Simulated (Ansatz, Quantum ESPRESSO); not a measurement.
**Equation of state of B2 NiAl**

How stiff is B2 NiAl under hydrostatic load? Each row relaxes cell and atoms at a set pressure. The phase is followed to these pressures whether or not it stays the stable one.

Calculated with Ansatz 0.2.0, PBEsol, PAW files of the set soft_1, cutoff 600 eV, Fermi–Dirac smearing 0.05 eV, k-mesh 15×15×15, no spin polarisation, no spin-orbit coupling.

Reference cell, relaxed at zero pressure with PBEsol (Pm-3m): a = 2.8620 Å, b = 2.8620 Å, c = 2.8620 Å, α = 90.00°, β = 90.00°, γ = 90.00°.

```csv
atom,x,y,z
Ni,0.5000,0.5000,0.5000
Al,0.0000,0.0000,0.0000
```

```csv
V (Å³/atom),V/V0,P (GPa),E − E0 (meV/atom)
12.0105,1.0247,−4.000,3.7
11.4053,0.9731,4.999,4.8
11.1292,0.9495,10.001,17.6
10.8841,0.9286,15.002,36.7
10.2806,0.8771,30.001,120.1
```

V0 = 11.7209 Å³ an atom, where the residual pressure P0 is 0.000 GPa. **Question.** Fit the Birch–Murnaghan law and give the pressure and the energy at V = 10.6637 Å³ an atom, a row left out above.

With the Eulerian strain f = ½[(V0/V)^(2/3) − 1] and F = (P − P0)/[3f(1 + 2f)^(5/2)], the third-order law is the line F = B0 + (3/2) B0 (B′ − 4) f.

| f | F (GPa) |
| --- | --- |
| 0.04567 | 175.98 |
| 0.02531 | 174.63 |
| 0.01757 | 174.06 |
| 0.00918 | 173.41 |
| −0.00807 | 172.08 |

A straight line through the 5 rows: the means are 0.01793 for f and 174.03 for F, Σ(Δx)² = 0.001577 and ΣΔxΔy = 0.1146, so the slope is 0.1146/0.001577 = 72.707 and the intercept 174.03 − (72.707)(0.01793) = 172.73.

Hence B0 = 172.7 GPa and B′ = 4 + (72.7)/(1.5 × 172.7) = 4.28. For the withheld volume f = 0.03252, F = 175.09 GPa and P = 20.00 GPa. The run itself gives 20.00 GPa, so the estimate misses by 0.00 GPa, a rounding's worth.

Integrating the same law gives E − E0 = (9/2) B0 V0 f²[1 + (B′ − 4) f] + P0(V0 − V), with 1 GPa Å³ = 6.2415 meV: 60.7 meV an atom. The run itself gives 60.7 meV, so the estimate misses by 0.0 meV, a rounding's worth.

The same fit over all rows at other levels or in other programs gives B0 = 173 GPa with PBEsol (Quantum ESPRESSO, GBRV).

[Logs are printed without paths, hosts, clocks, repeated set-up lines and the standing remarks that a program may print on its own settings, such as how far it seeks lower states.]
